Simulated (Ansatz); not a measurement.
Crystal: AlRu.

```
CELL_PARAMETERS angstrom
2.99160 0.00000 0.00000
0.00000 2.99160 0.00000
0.00000 0.00000 2.99160
ATOMIC_POSITIONS crystal
Ru 0.50000 0.50000 0.50000
Al 0.00000 0.00000 0.00000
```

Base run:

* Program: Ansatz 0.2.0
* Functional: LDA
* Potentials or basis: Ansatz PAW
* Cutoff: 420 eV (not typed: the program's choice for these potentials)
* k mesh: 9 × 9 × 9
* Occupations: fermi-dirac, width 0.05 eV
* Spin: no spin polarisation
* Hubbard terms: Ru d U = 6 eV

Its results: band gap on the k mesh none (metal or under the smearing width); pressure -11.3 GPa.

After a change of settings the same cell gave: band gap on the k mesh none (metal or under the smearing width); pressure -12.2 GPa. Which change was it?
A. functional from LDA to PBE; hubbard terms from Ru d U = 6 eV to none; hubbard projectors from ortho-atomic (the default) to none
B. hubbard terms from Ru d U = 6 eV to Ru d U = 4 eV
C. hubbard terms from Ru d U = 6 eV to Ru d U = 8 eV

C.

Caveats: U without spin polarisation on a metal has little footing; the PAW data sets come from PBE, with cores solved anew for the run's functional, which leaves a small shift of forces and pressure; the U is typed as a test and isn't derived for this compound.
